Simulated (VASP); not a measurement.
Input of a VASP 6.6.1 run:

File INCAR:

```
  PREC = Accurate
  ENCUT = 600
  EDIFF = 1E-6
  ISMEAR = -1
  SIGMA = 0.0834
  LREAL = False
  LASPH = True
  NELM = 100
  ALGO = Normal
  ISIF = 3
  LWAVE = False
  LCHARG = False
  GGA = PS
  IBRION = 2
  NSW = 60
  EDIFFG = -0.01
```

KPOINTS

```
regular mesh
0
Gamma
  5 5 5
```

File POSCAR:

```
NiSb
1.0
    0.0000000000      2.9884500800      2.9884500800
    2.9884500800      0.0000000000      2.9884500800
    2.9884500800      2.9884500800      0.0000000000
Ni Sb
1 1
Direct
    0.7500000000      0.7500000000      0.7500000000
    0.0000000000      0.0000000000      0.0000000000
```

Potentials or basis: VASP PAW PBE potentials, release 64 (Ni, Sb).

Run with:

```bash
$ cat potpaw_PBE.64/Ni/POTCAR potpaw_PBE.64/Sb/POTCAR > POTCAR
$ mpirun -np 1 vasp_std > vasp.out
```

Question: Predict the relaxed cell.

Answer: a = 3.980 Å, b = 3.980 Å, c = 3.980 Å, α = 60.00°, β = 60.00°, γ = 60.00°.

Question: Estimate the space group after relaxing (to 0.05 Å).

Answer: F-43m (No. 216).

Question: What does it give for the relaxed volume?

Answer: 22.28 Å³/atom.

The path:
```
step  energy change (eV)  largest force (eV/Å)  pressure (GPa)  volume (Å³)
   1              0.0000                0.0000           -9.96        53.38
   2             -0.2640                0.0000            6.68        41.56
   3             -0.3234                0.0000           -0.03        44.57
```

Caveat: the k mesh is coarse (spacing up to 0.36 Å⁻¹), so the values aren't converged; the volume moved by over 15 % at a fixed basis, so the end points are rough; the PAW data sets were made with another functional, which shifts forces and pressure a little. Spin-orbit coupling is left out, which matters for the levels of Sb.
